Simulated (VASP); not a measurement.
# AlCo (Pm-3m) in VASP: notebook, part 2 of 2

VASP 6.6.1. The steps go on from the part before.

## Step 3: Relaxation of the atoms, PBE (a relaxed cell with its volume scaled by 0.96)

INCAR

```
SYSTEM = AlCo
  ALGO = Normal
  EDIFF = 1E-7
  EDIFFG = -0.01
  ENCUT = 300
  GGA = PE
  IBRION = 2
  ISIF = 2
  ISMEAR = 1
  LASPH = .True.
  LCHARG = .False.
  LREAL = .False.
  LWAVE = .False.
  NELM = 80
  NSW = 40
  PREC = Accurate
  SIGMA = 0.1
```

KPOINTS

```
k-points
0
Gamma
  7 7 7
  0 0 0
```

POSCAR

```
AlCo                                    
1.0
    2.8119295484      0.0000000000     -0.0000000000
    0.0000000000      2.8119295484     -0.0000000000
    0.0000000000      0.0000000000      2.8119295484
  Al              Co            
     1     1
Direct
     0.0000000000000000    0.0000000000000000    0.0000000000000000
     0.5000000000000000    0.5000000000000000    0.5000000000000000
```

Potentials or basis: VASP PAW PBE potentials, release 64 (Al, Co).

Run with:

```sh
$ cat potpaw_PBE.64/Al/POTCAR potpaw_PBE.64/Co/POTCAR > POTCAR
$ mpirun -np 1 vasp_std > vasp.out
```

It took 1.5 s on 1 thread of Intel Xeon 6975P-C (Granite Rapids), shared host; peak memory 0.11 GiB.

The run converged. Its results:

* Free energy: -11.9701 eV
* Band gap on the k mesh: none (metal or under the smearing width)

Final structure:
```yaml
crystal:
  lattice:
    - [2.81193, 0.00000, 0.00000]
    - [0.00000, 2.81193, 0.00000]
    - [0.00000, 0.00000, 2.81193]
  atoms:
    - { symbol: Al, position: [0.00000, 0.00000, 0.00000] }
    - { symbol: Co, position: [0.50000, 0.50000, 0.50000] }
```

Levels at points of the mesh, in eV from the Fermi level:
| k point | band 4 | band 5 | band 6 | band 7 | band 8 | band 9 |
| --- | --- | --- | --- | --- | --- | --- |
| (0.00, 0.00, 0.00) | -0.84 | -0.84 | -0.84 | 6.23 | 6.23 | 6.23 |

Caveat: the cutoff is under 1.25 times the usual one of these potentials, so pressure, stress and relaxed cells hold a basis-set (Pulay) error; the relaxation stopped at its first step, so nothing moved. Spin polarisation is off, so any magnetic state and its effect on volume and gap are missing.

## Step 4: Relaxation of the atoms, PBE (a relaxed cell with its volume scaled by 0.98)

INCAR is that of step 3.

KPOINTS is that of step 3.

POSCAR

```
AlCo                                    
1.0
    2.8313227788      0.0000000000     -0.0000000000
    0.0000000000      2.8313227788     -0.0000000000
    0.0000000000      0.0000000000      2.8313227788
  Al              Co            
     1     1
Direct
     0.0000000000000000    0.0000000000000000    0.0000000000000000
     0.5000000000000000    0.5000000000000000    0.5000000000000000
```

Potentials or basis: VASP PAW PBE potentials, release 64 (Al, Co).

Run with:

```sh
$ cat potpaw_PBE.64/Al/POTCAR potpaw_PBE.64/Co/POTCAR > POTCAR
$ mpirun -np 1 vasp_std > vasp.out
```

OUTCAR:

```text
SYSTEM = AlCo
   EDIFF = 1E-7
   EDIFFG = -0.01
   ENCUT = 300
   GGA = PE
   IBRION = 2
   ISIF = 2
   ISMEAR = 1
   LASPH = .True.
   LREAL = .False.
   NELM = 80
   NSW = 40
   PREC = Accurate

 ion  position               nearest neighbor table
   1  0.000  0.000  0.000-   2 2.45   2 2.45   2 2.45   2 2.45   2 2.45   2 2.45   2 2.45   2 2.45

   2  0.500  0.500  0.500-   1 2.45   1 2.45   1 2.45   1 2.45   1 2.45   1 2.45   1 2.45   1 2.45

  LATTYP: Found a simple cubic cell.
[... 448 lines left out ...]

  FORCE on cell =-STRESS in cart. coord.  units (eV):
  Direction    XX          YY          ZZ          XY          YZ          ZX
  --------------------------------------------------------------------------------------
  -------------------------------------------------------------------------------------
  Total        0.5469733      0.5469733      0.5469733     -0.0000000      0.0000000     -0.0000000
  in kB       38.6107756     38.6107756     38.6107756     -0.0000000      0.0000000     -0.0000000
  external PRESSURE =      38.6107756 kB  Pullay stress =       0.0000000 kB

 VOLUME and BASIS-vectors are now :
 -----------------------------------------------------------------------------
  energy-cutoff  :      300.00
  volume of cell :       22.70
      direct lattice vectors                 reciprocal lattice vectors
     2.831322779  0.000000000  0.000000000     0.353191804  0.000000000  0.000000000
     0.000000000  2.831322779  0.000000000     0.000000000  0.353191804  0.000000000
     0.000000000  0.000000000  2.831322779     0.000000000  0.000000000  0.353191804

 POSITION                                       TOTAL-FORCE (eV/Angst)
 -----------------------------------------------------------------------------------
      0.00000      0.00000      0.00000         0.000000      0.000000      0.000000
      1.41566      1.41566      1.41566         0.000000      0.000000      0.000000
 -----------------------------------------------------------------------------------
    total drift:                                0.000000      0.000000      0.000000

  FREE ENERGIE OF THE ION-ELECTRON SYSTEM (eV)
  ---------------------------------------------------
  free  energy   TOTEN  =       -11.9880385902 eV

  energy  without entropy=      -11.9876866060  energy(sigma->0) =      -11.98792126

 reached required accuracy - stopping structural energy minimisation
```

Wall time 1.5 s (1 thread of Intel Xeon 6975P-C (Granite Rapids), shared host); peak memory 0.11 GiB.

Results:

| Item | Value |
| --- | --- |
| Free energy | -11.9880 eV |
| Band gap on the k mesh | none (metal or under the smearing width) |

Final structure:
```
Al Co
1.0
     2.83132    0.00000    0.00000
     0.00000    2.83132    0.00000
     0.00000    0.00000    2.83132
Al Co
1 1
Direct
  0.00000 0.00000 0.00000
  0.50000 0.50000 0.50000
```

Caveat: the cutoff is under 1.25 times the usual one of these potentials, so pressure, stress and relaxed cells hold a basis-set (Pulay) error; the relaxation stopped at its first step, so nothing moved. Spin polarisation is off, so any magnetic state and its effect on volume and gap are missing.

## Step 5: Overview

| cell | gap on the mesh (eV) |
| --- | --- |
| atoms relaxed from: a relaxed cell with its volume scaled by 0.94 | none |
| atoms relaxed from: a relaxed cell with its volume scaled by 0.96 | none |
| atoms relaxed from: a relaxed cell with its volume scaled by 0.98 | none |

Alike in all rows: task relaxation of the atoms; level PBE; potentials or basis VASP PAW PBE potentials, release 64 (Al, Co); no spin polarisation; k mesh 7 × 7 × 7; cutoff (eV) 300; smearing methfessel-paxton 0.1 eV.

Caveats: the cutoff is under 1.25 times the usual one of these potentials, so pressure, stress and relaxed cells hold a basis-set (Pulay) error; the relaxation stopped at its first step, so nothing moved.

Total energies depend on the potentials used, so only differences within one code and one set of settings carry meaning.
